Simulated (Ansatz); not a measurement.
**SiC: ideal shear of a crystal plane**

Computed with Ansatz, DFT PBE, scalar-relativistic, plane waves, PAW. The runs took a 420 eV cutoff, a Γ-centred 10×10×3 mesh and Gaussian smearing (0.05 eV). No spin polarisation. Energies are free energies at this smearing, counted from the undisturbed cell; pressure is positive in compression.

The undisturbed cell (relaxed at this level):

```
CELL_PARAMETERS angstrom
-3.09177 0.00000 0.00000
1.54588 -2.67755 0.00000
0.00000 0.00000 10.14804
ATOMIC_POSITIONS crystal
Si 0.66667 0.33333 0.90603
Si 0.66667 0.33333 0.40603
Si 0.33333 0.66667 0.15603
Si 0.33333 0.66667 0.65603
C 0.66667 0.33333 0.09397
C 0.66667 0.33333 0.59397
C 0.33333 0.66667 0.34397
C 0.33333 0.66667 0.84397
```

The cut lies on the cell's a–b face, a (0 0 1) plane (indices in the standard cell, whose axes needn't be the Cartesian ones shown) of area 8.28 Å², between layers 1.91 Å apart. Vector c is tilted by f times 1·a − 1·b (length 5.355 Å) with the atoms' Cartesian places fixed: one unrelaxed fault a cell. The traction is dγ/du, the slope of γ against the slip u in Å.

| f | γ (mJ/m²) | traction (GPa) |
| --- | --- | --- |
| 0.0000 | 0 | 0.0 |
| 0.0833 | 544 | 23.7 |
| 0.1667 | 1956 | 36.2 |
| 0.2500 | 3385 | 23.3 |
| 0.3333 | 3859 | 0.0 |
| 0.4167 | 3720 | -2.1 |
| 0.5000 | 3952 | 14.2 |
| 0.5833 | 4925 | 25.8 |
| 0.6667 | 5677 | 0.0 |
| 0.7500 | 4505 | -47.0 |
| 0.8333 | 2263 | -47.7 |
| 0.9167 | 576 | -26.0 |

Problem. Read off the first barrier and the stress needed to climb it, and compare with Frenkel's sinusoid.

Solution. The first sampled maximum lies at f = 0.333, a slip of 1.78 Å, with γ ≈ 3859 mJ/m², which stands in for the unstable fault energy γ_us, and the steepest sampled slope before it is 36.2 GPa. A sinusoid γ = γ_us sin²(πu/λ) with its maximum there has λ = 3.57 Å and a largest slope πγ_us/λ = 34.0 GPa (1 mJ/m² per Å = 0.01 GPa). The stand-in is too high: a rotation axis of order three or more passes through this point, so the curvature is the same in every direction of the plane and the point is a peak of the γ-surface, which slip goes round.

Problem. Is there a metastable fault on this line?

Solution. The samples dip to a local minimum of 3720 mJ/m² at f = 0.417. It lies off the rotation axes, between two maxima that lie on them, so it is most likely the pass between two peaks of the γ-surface: a saddle for slip across the line, a better estimate of γ_us, and no metastable fault.

The cut is rigid; relaxing the faces lowers these energies and usually the stresses.

Cost: 12 runs of about 1.5 core-minutes in all, on Intel Xeon 6975P-C (Granite Rapids) (shared hosts).